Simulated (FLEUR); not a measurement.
Crystal: MnO2.

```xyz
3
Lattice="2.8566 0.0000 0.0000 -1.4283 2.4739 0.0000 0.0000 0.0000 4.6014" Properties=species:S:1:pos:R:3 pbc="T T T"
Mn    0.0000    0.0000    2.3007
O     0.0000    1.6492    3.2499
O     1.4283    0.8246    1.3515
```

Measurements of this composition are mostly on another form, of space group No. 136.

Base run:

| Item | Value |
| --- | --- |
| Program | FLEUR MaX-R8.1 (later development tree) |
| Functional | PBEsol |
| Potentials or basis | all-electron |
| Basis | FLAPW |
| Kmax | 5.24 1/bohr |
| k mesh | 9 × 9 × 5 |
| Occupations | fermi-dirac, width 0.05 eV |
| Spin | collinear spin, ferromagnetic start |
| Starting moments | [4.0, 0.0, 0.0] μB |
| Hubbard terms | Mn d U = 2 eV |

Its results: band gap on the k mesh 1.75 eV, indirect (least direct gap 1.88 eV); net moment 3.00 μB per cell; site moments Mn +2.79; O -0.00 μB.

Task: The run is repeated on the same cell with these changes: hubbard terms from Mn d U = 2 eV to Mn d U = 3 eV. What comes out?

Result: Band gap on the k mesh 2.12 eV, indirect (least direct gap 2.33 eV); net moment 3.00 μB per cell; site moments Mn +2.85; O -0.03 μB.

Caveats: an odd mesh through Γ misses points on the zone boundary, where band edges often lie; a cell with one magnetic atom can't hold antiferromagnetic order, which such compounds often take.
